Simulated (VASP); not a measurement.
A run of VASP 6.6.1:

File INCAR:

```
  PREC = Accurate
  ENCUT = 580
  EDIFF = 1E-7
  ISMEAR = 0
  SIGMA = 0.1
  LREAL = False
  LASPH = True
  NELM = 100
  ALGO = Normal
  ISIF = 3
  LWAVE = False
  LCHARG = False
  GGA = PS
  IBRION = 2
  NSW = 90
  EDIFFG = -0.005
```

Contents of KPOINTS:

```
regular mesh
0
Gamma
  18 18 18
```

The input POSCAR:

```
Pd
1.0
   -1.5431889800      1.5431889800      1.5431889800
    1.5431889800     -1.5431889800      1.5431889800
    1.5431889800      1.5431889800     -1.5431889800
Pd
1
Direct
    0.0000000000      0.0000000000      0.0000000000
```

Potentials or basis: VASP PAW PBE potentials, release 64 (Pd).

Run with:

```bash
$ cat potpaw_PBE.64/Pd/POTCAR > POTCAR
$ mpirun -np 1 vasp_std > vasp.out
```

Hardware: 1 thread of Intel(R) Xeon(R) 6975P-C (Granite Rapids), with other jobs on the host.

**Question.** Estimate the wall time of this run.

**Answer.** Wall time 18 s on 1 thread of Intel(R) Xeon(R) 6975P-C (Granite Rapids) (shared host), peak memory 0.17 GiB. Counts: scf iterations 25, k points 195, ion steps 3.
